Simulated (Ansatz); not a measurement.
## A family in space group Fd-3m

All numbers below come from Ansatz 0.2.0, DFT, PBE, all-electron LAPW, scalar-relativistic.

All cells have space group Fd-3m and are held fixed (conventional cell and sites). Prototypes and MP cells are computed structures that needn't be known or stable phases of these compounds. Gaps are the smallest over the k mesh and a high-symmetry path; Bader charges come from PAW runs of the same cells. Open d or f shells run without spin or U come out metallic where the real compound may not be. Semilocal functionals give too small gaps and can close them; gaps under 0.4 eV may also close off the mesh. Rows with a moment start ferromagnetic; other orders may lie lower, and can open a gap.

No spin–orbit coupling, which matters for the heavy atoms here.

Ge: a = 5.76 Å, b = 5.76 Å, c = 5.76 Å; Ge 8b (0.000 0.000 0.500); 11×11×11 mesh, smearing 0.05 eV, diamond type, relaxed by us
Cs: a = 11.47 Å, b = 11.47 Å, c = 11.47 Å; Cs 8b (0.000 0.000 0.500); 11×11×11 mesh, smearing 0.05 eV, diamond type, relaxed by us
Cl: a = 6.47 Å, b = 6.47 Å, c = 6.47 Å; Cl 8b (0.000 0.000 0.500); 14×14×14 mesh, smearing 0.08 eV, diamond type, relaxed by us
Co: a = 5.08 Å, b = 5.08 Å, c = 5.08 Å; Co 8b (0.000 0.000 0.500); 12×12×12 mesh, smearing 0.05 eV, diamond type, relaxed by us
Sn: a = 6.66 Å, b = 6.66 Å, c = 6.66 Å; Sn 8b (0.000 0.000 0.500); 9×9×9 mesh, smearing 0.05 eV, diamond type, relaxed by us
Ru: a = 5.45 Å, b = 5.45 Å, c = 5.45 Å; Ru 8b (0.000 0.000 0.500); 10×10×10 mesh, smearing 0.03 eV, diamond type, relaxed by us

| compound | P (GPa) | gap (eV) | cell moment (μB) |
| --- | --- | --- | --- |
| Ge | 0.0 | none | unpolarised run |
| Cl | 0.0 | none | unpolarised run |
| Co | 0.0 | none | 3.5 |
| Sn | 0.0 | none | unpolarised run |
| Ru | 0.0 | none | unpolarised run |

(1) Predict the row of Cs (its pressure aside) (no spin polarisation).

Answers

(1) Gap (eV): none.
